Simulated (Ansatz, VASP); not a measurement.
**Cs: VASP beside Ansatz**

The input INCAR:

```
SYSTEM = Cs
  PREC = Accurate
  ENCUT = 520
  EDIFF = 1E-8
  ISMEAR = -1
  SIGMA = 0.05
  LREAL = .False.
  LASPH = .True.
  NELM = 80
  ALGO = Normal
  ISIF = 2
  LWAVE = .False.
  LCHARG = .False.
  LEFG = .True.
  NBANDS = 10
```

File KPOINTS:

```
Automatic mesh
0
Gamma
  9 9 9
  0 0 0
```

The input POSCAR:

```
Cs
1.0
   -3.0325416020      3.0325416020      3.0325416020
    3.0325416020     -3.0325416020      3.0325416020
    3.0325416020      3.0325416020     -3.0325416020
Cs
1
Direct
    0.0000000000      0.0000000000      0.0000000000
```

Input for Ansatz:

```yaml
crystal:
  lattice:
    - [-3.032541602, 3.032541602, 3.032541602]
    - [3.032541602, -3.032541602, 3.032541602]
    - [3.032541602, 3.032541602, -3.032541602]
  atoms:
    - { symbol: Cs, position: [0.0, 0.0, 0.0] }
kpoints:
  mp_grid: { grid: [9, 9, 9] }
scf:
  occupations: { method: fermi_dirac, width: 0.05 }
hamiltonian:
  xc: lda
  pseudopotentials: { kind: paw }
output:
  forces: true
  stress: true
  eigenvalues: true
  efg: { contact_densities: true }
```

Change from the starting cell: volume scaled by 1.01, PAW files.

Alike in both runs: task electric field gradients; functional LDA; k mesh 9 × 9 × 9; occupations fermi-dirac, width 0.05 eV; no spin polarisation.

```csv
,VASP,Ansatz
version,VASP 6.6.1,Ansatz 0.2.0
potentials or method,"VASP PAW LDA potentials, release 64 (Cs_sv)","PAW with Ansatz's default frozen-core files, scalar-relativistic"
plane-wave cutoff (eV),520,420
valence electrons in the cell,9,9
```

```csv
,VASP,Ansatz,Ansatz less VASP
pressure (GPa),-0.3,-0.3,+0.01
Vzz of the field gradient on the site that differs most (V/Å²),0.0,0.0,0.00
```

Ansatz warned: «gradients_without_spin_orbit».

Spin-orbit coupling is left out, which matters for the levels of Cs.
